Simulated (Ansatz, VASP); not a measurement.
**Pd in VASP and in Ansatz**

```xyz
1
Lattice="-1.5872 1.5872 1.5872 1.5872 -1.5872 1.5872 1.5872 1.5872 -1.5872" Properties=species:S:1:pos:R:3 pbc="T T T"
Pd    0.0000    0.0000    0.0000
```

Alike in both runs: task single point; functional LDA; k mesh 16 × 16 × 16; occupations fermi-dirac, width 0.1 eV; no spin polarisation.

|  | VASP | Ansatz |
| --- | --- | --- |
| version | VASP 6.6.1 | Ansatz 0.2.0 |
| potentials or method | VASP PAW LDA potentials, release 64 (Pd) | plane waves (420 eV) with PAW, scalar-relativistic |
| plane-wave cutoff (eV) | 520 | 420 |
| valence electrons in the cell | 10 | 18 |

Ansatz gave:

- pressure (GPa): -18.4

Task: What did VASP give for the same quantities?

Result: Pressure (GPa): -18.2.

The two sets of potentials don't hold the same shells in valence. Ansatz warned: «pseudo_functional_mismatch».

Caveats: so large a pressure means that the cell lies far from this level's equilibrium, or that cutoff or potentials fall short (VASP).
